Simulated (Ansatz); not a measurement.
**F (C2/c): gap against strain (uniaxial along x, other directions held)**

F (C2/c) from a database of computed structures, relaxed with r2SCAN+rVV10 in Ansatz 0.2.0, then strained (uniaxial along x, other directions held; changes of length per length, axes as in the cell below) with the atoms relaxed again within the symmetry that is left. It is monoclinic, C2/c (No. 15); a = 4.922 Å, b = 3.261 Å, c = 6.483 Å, β = 90.2° in the conventional setting, 13.01 Å³ an atom. F has 1 F at 1.40 Å. Calculated for a static, non-magnetic cell.

```xyz
4
Lattice="2.4591 -1.6305 0.1027 2.4591 1.6305 0.1027 -0.2949 0.0000 6.4767" Properties=species:S:1:pos:R:3 pbc="T T T"
F     3.5123    0.5010    4.0181
F     0.9635    0.5010    5.9025
F     1.1110   -0.5010    2.6641
F     3.6597   -0.5010    0.7797
```

Gaps are the least over each mesh (PBE 10×10×4, r2SCAN 10×10×4, HSE06 6×6×4 when unstrained) and the special points, which keep their unstrained names.

```tsv
strain (%)	gap, PBE (eV)	gap, r2SCAN (eV)	gap, HSE06 (eV)	edges, HSE06
-5.36	2.893	3.743	6.098	Γ
0.0	2.987	3.843	6.202	Γ
+2.12	3.002	3.860	6.219	Γ
```

Task: Estimate the row for a strain of -3.73 %.

Result:
```tsv
strain (%)	gap, PBE (eV)	gap, r2SCAN (eV)	gap, HSE06 (eV)	edges, HSE06
-3.73	2.936	3.789	6.145	Γ
```

Between zero and the nearest strains the slope of the HSE06 gap against strain is +0.015 eV per percent for negative and +0.008 for positive strain.

The meshes of the hybrids are coarse, so their gaps aren't converged to the digits shown.
